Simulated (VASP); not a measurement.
Write the native input for VASP 6.6.1 that does the following.

* Task: relaxation of cell and atoms
* Functional: PBE
* Potentials or basis: VASP PAW PBE potentials, release 64 (Al_GW)
* Cutoff: 630 eV
* k mesh: 11 × 11 × 11
* Occupations: fermi-dirac, width 0.05 eV
* Spin: no spin polarisation
* Further INCAR settings: ALGO = Normal; EDIFF = 1e-06; IBRION = 2; EDIFFG = -0.02; NSW = 40; ISIF = 3

The structure of Al lies in POSCAR:

```
Al
1.0
    0.0000000000      2.0248050000      2.0248050000
    2.0248050000      0.0000000000      2.0248050000
    2.0248050000      2.0248050000      0.0000000000
Al
1
Direct
    0.0000000000      0.0000000000      0.0000000000
```

The input as run:

INCAR

```
ALGO = Normal
EDIFF = 1E-6
EDIFFG = -0.02
ENCUT = 630
GGA = PE
IBRION = 2
ISIF = 3
ISMEAR = -1
LASPH = True
LCHARG = False
LREAL = False
LWAVE = False
NELM = 60
NSW = 40
PREC = Accurate
SIGMA = 0.05
```

KPOINTS

```
k-points
0
Gamma
  11 11 11
```

Potentials or basis: VASP PAW PBE potentials, release 64 (Al_GW).

Run with:

```sh
$ cat potpaw_PBE.64/Al_GW/POTCAR > POTCAR
$ mpirun -np 1 vasp_std > vasp.out
```

Results of the run:

```yaml
Relaxed_volume: 16.46 Å³/atom
Relaxed_cell: a = 2.855 Å, b = 2.855 Å, c = 2.855 Å, α = 60.00°, β = 60.00°, γ = 60.00°
Space_group_after_relaxing_to_0.05_Å: Fm-3m (No. 225)
Energy_gained_by_relaxing: 0.2 meV/atom
Ionic_steps: 2
Pressure_after_relaxing: 0.1 GPa
Band_gap_on_the_k_mesh: none (metal or under the smearing width)
```

Run time: 7.7 s on 1 thread of Intel(R) Xeon(R) Platinum 8488C (Sapphire Rapids), with other jobs on the host, peak memory 0.14 GiB.
